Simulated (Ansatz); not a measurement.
# How the conductance of Cu/hBN/Ni changes with thickness, part 4 of 6

How fast does the current through Cu/hBN/Ni fall with each added layer? The lower electrode is Cu fcc(111), the upper one Ni fcc(111); the barrier is hBN sheets (three sheets in the relaxed core). In the first transport cell, after relaxation, the nearest pair of electrode and barrier is Cu–N at 2.88 Å, along the normal, too long for a bond, at the lower face and Ni–N at 2.07 Å, along the normal, at the upper one. A gap without bonds adds to the barrier. All share a net of side 2.567 Å, which strains the lower electrode by +0.0 %, the upper one by +3.1 % and the barrier by +2.3 %, against typed lattice constants near PBE's. The first steps treat the bulk electrodes alone.

Ansatz 0.2.0; PBE+D3(BJ) DFT, plane waves, PAW files (the session's first sound run).

So far. Step 4 (Relaxing the interfaces): The largest force component on a free atom ends at 0.035 eV/Å. The work functions of the outer faces are 4.75 and 4.93 eV. Step 5 (T(E) of the junction): At the Fermi level the transmission is 3.6e-4 (up) and 3.3e-4 (down), as a zone mean for one spin on this coarse mesh. At the Fermi level the layers of this cell's barrier hold from 0.0024 to 0.047 states an eV and atom. In the worse lead the potential repeats within 19 meV, which the program lets pass.

## 6. Conductance on a fine mesh, atomic planes in the barrier 1, gap between the electrodes 4.88 Å

Level of this step: PBE DFT, plane waves, PAW files; ballistic transmission by layer matching between semi-infinite leads (Ansatz).

System of this step: Cu/hBN/Ni. The cell holds 23 atoms: 8 Cu, 1 B, 1 N and 13 Ni. Its edges and angles: a = 2.567 Å, b = 2.567 Å, c = 56.619 Å, α = 90.0°, β = 90.0°, γ = 120.0°. Regions: left electrode, 8 atoms (8 Cu); barrier, 2 atoms (1 B and 1 N); right electrode, 13 atoms (13 Ni). Vacuum lies along c.

The conductance needs T(E) within ten thermal energies of the Fermi level, on steps under 1.5 kT, and a finer mesh (36×36), since the current can rest on few wavevectors.

Contents of input.yaml:

```yaml
crystal:
  lattice:
    - [2.567, 0.0, 0.0]
    - [-1.2835, 2.2230872115, 0.0]
    - [0.0, 0.0, 56.6185163845]
  atoms:
    - { symbol: Cu, position: [0.66666667, 0.33333333, 0.1236344653] }
    - { symbol: Cu, position: [0.0, 0.0, 0.1594965266] }
    - { symbol: Cu, position: [0.33333333, 0.66666667, 0.1953585879] }
    - { symbol: Cu, position: [0.66666667, 0.33333333, 0.2312206492] }
    - { symbol: Cu, position: [0.0, 0.0, 0.2670827105] }
    - { symbol: Cu, position: [0.33333333, 0.66666667, 0.3029447718] }
    - { symbol: Cu, position: [0.66666667, 0.33333333, 0.3388068331] }
    - { symbol: Cu, position: [0.0, 0.0, 0.3745423672] }
    - { symbol: B, position: [0.66666667, 0.33333333, 0.4263885203] }
    - { symbol: "N", position: [0.0, 0.0, 0.424225863] }
    - { symbol: Ni, position: [0.0, 0.0, 0.4607748768], spin: 0.7 }
    - { symbol: Ni, position: [0.33333333, 0.66666667, 0.4954124934], spin: 0.7 }
    - { symbol: Ni, position: [0.66666667, 0.33333333, 0.5300445881], spin: 0.7 }
    - { symbol: Ni, position: [0.0, 0.0, 0.5646766827], spin: 0.7 }
    - { symbol: Ni, position: [0.33333333, 0.66666667, 0.5993087774], spin: 0.7 }
    - { symbol: Ni, position: [0.66666667, 0.33333333, 0.6339408721], spin: 0.7 }
    - { symbol: Ni, position: [0.0, 0.0, 0.6685729667], spin: 0.7 }
    - { symbol: Ni, position: [0.33333333, 0.66666667, 0.7032050614], spin: 0.7 }
    - { symbol: Ni, position: [0.66666667, 0.33333333, 0.737837156], spin: 0.7 }
    - { symbol: Ni, position: [0.0, 0.0, 0.7724692507], spin: 0.7 }
    - { symbol: Ni, position: [0.33333333, 0.66666667, 0.8071013454], spin: 0.7 }
    - { symbol: Ni, position: [0.66666667, 0.33333333, 0.84173344], spin: 0.7 }
    - { symbol: Ni, position: [0.0, 0.0, 0.8763655347], spin: 0.7 }
magnetization:
  spin_polarized: true
kpoints:
  mp_grid: { grid: [12, 12, 1] }
scf:
  occupations: { method: fermi_dirac, width: 0.1 }
  max_iter: 150
hamiltonian:
  xc: pbe
output:
  transmission:
    kmesh: [36, 36]
    e_range: [-0.26, 0.27]
    de: 0.0375
    leads: [[3, 4], [16, 17]]
```

On the command line:

```sh
ansatz run input.yaml --threads 4 --pin off --max-ram 12288MiB --backend cpu --events-out ev --progress --plain --runs-dir out
```

Numbers of over 12 decimals in the logs are rounded to 6 here.

Log:

```text
[...]
Crystal: 23 atoms, lattice volume = 323.103 Å³
Basis set: ecut = 420 eV, 6459 PW (Γ)
Bands: 242, of which v1, the nominal top of the filled ones, is band 197 counted from 1 (196 counted from 0)
Symmetry: 6 space group operations
[...]
k-points: 19 of 144 (time reversal used)
[...]
Starting moments: Σ|m| = 9.1 μB on 13 of 23 sites
[...]
SCF iter   1: F=—  HF=-129449.481727 eV  |F-HF|=—  |Δ(HF+E_count)|=         —  Δρ=1.92e-1 (↑1.74e-1 ↓1.92e-1)  dr2=1.17e4  dr2_m=7.75e0  M=1.650 μB ∫|m|=1.928 μB  β_m=0.30  ethr=3.10e-3  ⟨swp⟩=6.3  Hψ=35280  notcnv=0  defer=444
[...]
SCF iter  20: F=-129457.925924 eV  HF=-129457.925924 eV  |F-HF|=2.44e-8  |Δ(HF+E_count)|=   2.50e-9  Δρ=1.23e-6 (↑8.14e-7 ↓1.23e-6)  dr2=2.86e-8  dr2_m=7.83e-10  M=8.355 μB ∫|m|=9.578 μB  ethr=2.54e-11  ⟨swp⟩=11.6  Hψ=42911  notcnv=0
SCF 1 converged in 20 iterations: F = -129457.925924 eV  dr2 = 2.86e-8
[...]
transmission: 943 of 9398 steps passed
transmission: 1880 of 9398 steps passed
[...]
transmission: 9398 of 9398 steps passed
SCF converged after 20 iterations
Magnetization: 8.3552 μB (201.1776 up, 192.8224 down)
Absolute magnetization: 9.5884 μB (∫|ρ↑−ρ↓|, with the PAW one-centre terms)
[...]
Per-site moments (μB) at R_I (Å): [(-0.00032801, 1.036947), (-0.000260648, 1.036947), (-0.000207812, 1.036947), (-0.000181989, 1.036947), (-0.000247515, 1.036947), (-8.84105277616932e-5, 1.036947), (0.000108076, 1.034562), (0.00122095, 1.034562), (-0.00415151, 0.613432), (0.010664, 0.613432), (0.570403, 0.853607), (0.661853, 1.013886), (0.680035, 1.013886), (0.684372, 1.013886), (0.685937, 1.013886), (0.684249, 1.013886), (0.684925, 1.013886), (0.685187, 1.013886), (0.683348, 1.013886), (0.681952, 1.013886), (0.687568, 1.013886), (0.736225, 1.013886), (0.750674, 1.013886)]
Free energy (F): -129457.925924 eV
[...]
Internal energy: -129457.113887 eV  (E = F + TS)
E sigma→0 (E₀):  -129457.519906 eV
Entropy (-TS):   -0.812037 eV (-35.306 meV/atom)
Fermi energy:    12.263789 eV
[...]
--- Band table (eV; the first three rows and the last of 38) ---
  k-point 0 ↑: bands = [... 193 lower, 11.0153, 11.0205, 11.0205, 11.0456, 11.0456, 11.1485, 11.1485, 11.2962, ... 41 higher]
  k-point 1 ↑: bands = [... 193 lower, 11.0456, 11.0674, 11.0692, 11.0822, 11.0912, 11.1444, 11.1758, 11.1975, ... 41 higher]
  k-point 2 ↑: bands = [... 193 lower, 11.0866, 11.0904, 11.1629, 11.1703, 11.2049, 11.2470, 11.2693, 11.3477, ... 41 higher]
  k-point 18 ↓: bands = [... 193 lower, 14.1843, 15.3900, 15.3920, 15.4125, 15.5615, 15.5664, 15.7602, 15.8773, ... 41 higher]
--- Transmission ---
  basis      : 55 plane waves across, 37 finite elements along
  points     : 127, standing for a mesh of 36 x 36
  filling    : by the input's occupations and mesh, since the crystals that have channels conduct as metals do. If one of these is a semiconductor, that mesh has misplaced its level
[...]
filled         : 12.8 meV under the level at which it is neutral
    channels       : 8.217593e-1 up, 8.217593e-1 down
    conductance    : 1.1186e15 S/m² at 300 K; may be off by some 0.0 % by where its bands' edges are placed, 1.5 % from the k-mesh, 0.4 % from the distance to neutral
    slowest decay  : 0.0231 /Å at (0.3056, 0.2222)
[...]
filled         : 13.6 meV under the level at which it is neutral
    channels       : 6.790123e-1 up, 1.849537e0 down
[...]
slowest decay  : 0.0449 /Å at (0.4722, 0.0556)
  junction   : crystal 0 to crystal 1, 14.81 to 36.18 Å
    transmission   : 1.596702e-1 up, 1.830885e-1 down
    conductance    : 2.3542e14 S/m² at 300 K (2.3954e14 on every other point, 2.3637e14 on every other energy)
    error estimate : 0.4 % from the energy spacing and 1.0 % from band edges of the leads and from resonances (wavevectors taken as independent; lower de), 2.9 % from the k-mesh, 7.8 % from the steps of its leads' Hamiltonians or their offsets (lay more layers), 2.0 % from the distance to neutral
    resistance     : 3.4495e-3 Ω µm² beyond half of each lead's own
```

Run time: 7.3 min. Hardware: 4 threads of Arm Neoverse V2, shared host; peak memory 3.1 GiB; 28 min of CPU time.

This step gave:

```
free energy                                   : -129457.9259 eV
Fermi energy                                  : 12.26 eV
magnetization                                 : 8.355 μB
absolute magnetization                        : 9.588 μB
transmission at the Fermi level, spin up      : 0.1597
transmission at the Fermi level, spin down    : 0.1831
potential step in the lower lead              : 20.6 meV
ballistic conductance of the lower lead       : 1.12e15 S/m²
potential step in the upper lead              : 1.8 meV
ballistic conductance of the upper lead       : 1.73e15 S/m²
junction conductance                          : 2.35e14 S/m²
error estimates by source, in the log's order : 0.4, 1, 2.9, 7.8, 2 %
resistance-area product beyond the leads      : 0.003449 Ω um²
```

Each spin. Table of transmission, zone mean by energy, zero at the Fermi level:

```csv
energy (eV),"transmission, up","transmission, down"
-0.260,0.157,0.122
-0.223,0.156,0.131
-0.185,0.156,0.131
-0.147,0.155,0.133
-0.110,0.154,0.161
-0.072,0.155,0.156
-0.035,0.161,0.163
0.003,0.160,0.183
0.040,0.159,0.218
0.077,0.161,0.218
0.115,0.160,0.227
0.152,0.160,0.236
0.190,0.166,0.247
0.228,0.164,0.256
0.265,0.162,0.261
```

Each spin. Open channels, zone mean against energy, zero at the Fermi level:

```csv
energy (eV),"lower lead, up","upper lead, up","lower lead, down","upper lead, down"
-0.260,0.799,0.623,0.799,1.53
-0.223,0.799,0.647,0.799,1.49
-0.185,0.799,0.642,0.799,1.57
-0.147,0.799,0.633,0.799,1.63
-0.110,0.799,0.642,0.799,1.64
-0.072,0.803,0.651,0.803,1.76
-0.035,0.812,0.670,0.812,1.78
0.003,0.822,0.679,0.822,1.85
0.040,0.836,0.698,0.836,2.03
0.077,0.836,0.698,0.836,2.05
0.115,0.836,0.698,0.836,2.11
0.152,0.836,0.707,0.836,2.03
0.190,0.836,0.716,0.836,1.94
0.228,0.840,0.725,0.840,1.73
0.265,0.840,0.725,0.840,1.56
```

Transmission over k1 and k2. At 0.0025 eV from the Fermi level, spin up.

Ten even steps from '_' (0.000) to '@' (0.495), each cell a mean:
```
@@**++--::____________________..--==++##==______________________________
::==..____........::::::::............::++______________________________
__..__..::::------============------::..__..____________________________
______..::--====++++++++++++++++++====----::____________________________
______::--==++++++******************++++====--..________________________
______::--==++++******##############******++++==::..____________________
______::--==++******######################****++==--::__________________
______::--==++****############################****++==--..______________
__..__..--==++****############++----++##########****++==--::____..______
@@==__..::==++++****########**________..++########****++++==::..__--%%..
##**::__..--==++****##########..__________==########****++++==::..__==##
@@==%%::__..--==++****##########::__________**########****++==--::____++
::__::..::__..--==++****##########++::....::############****++==--..__--
________________::==++++****############################****++==--..____
__________________..--==++******########################****++==--::____
______________________::--==++******##################******++==--::____
________________________..::====++++**********************++++==--::____
____________________________..::--==++++++++********++++++++====--..____
________________________________..::----========++++========----::..____
______________________________..::__....::::::::--------::::::....____--
@@______________________________%%++--::....____________________....--**
##==##__________________________########@@..____________________....@@##
```
Columns: k1 (b1) from -0.5 to 0.472; rows upwards: k2 (b2) from -0.5 to 0.472.

Transmission over k1 and k2. At 0.0025 eV from the Fermi level, spin dn.

Ten even steps from '0' (0.000) to '9' (0.702), each cell a mean:
```
111321120000021231110000000000000000
122222344577554332222100000000000000
013222344555554432313200000000000000
003333333333333333333331000000000000
001554333333333333333445100000000000
000854333444444444433345650000000000
000955333444444444444433468200000000
003554333444444444444443345633000000
113444333444444222344444433444311100
023223333444443000003444443333222300
111223333444444000000244444333332211
110322333344444410000034444433331232
100222344333444443100144444433344332
000000145543344444444444444433345540
000000000475433444444444444433355800
000000000038543334444444444433345900
000000000000354333334444444333345600
000000000000034433333333333333334430
000000000000001322333444444443331330
100000000000000132212445677654222232
000000000000000011123233122113322211
110100000000000101211100000000001201
```
Columns: k1 (b1) from -0.5 to 0.472; rows upwards: k2 (b2) from -0.5 to 0.472.

G = 2.4e14 S/m² (1/G = 0.00425 Ω µm²). The largest error estimate is 7.8 %, from the leads' potential steps. In the worse lead the potential repeats within 21 meV, which the program lets pass, though it still puts 7.8 % of error on the junction's conductance through them. By hand, Landauer's formula with T at one energy: G = (e²/h) ΣT / A = 3.874e-5 S × 0.343 / 5.707 Å² = 2.3e14 S/m², with T summed over both spins. The printed value averages T over the Fermi window and is 1.0 times this.

[end of part 4 of 6]

[Logs are printed without paths, hosts, clocks, repeated set-up lines and the standing remarks that a program may print on its own settings, such as how far it seeks lower states.]

[Hosts, paths, dates, database ids (printed as entryN), source tags and the programs' standing remarks are cut or masked in the printed files.]
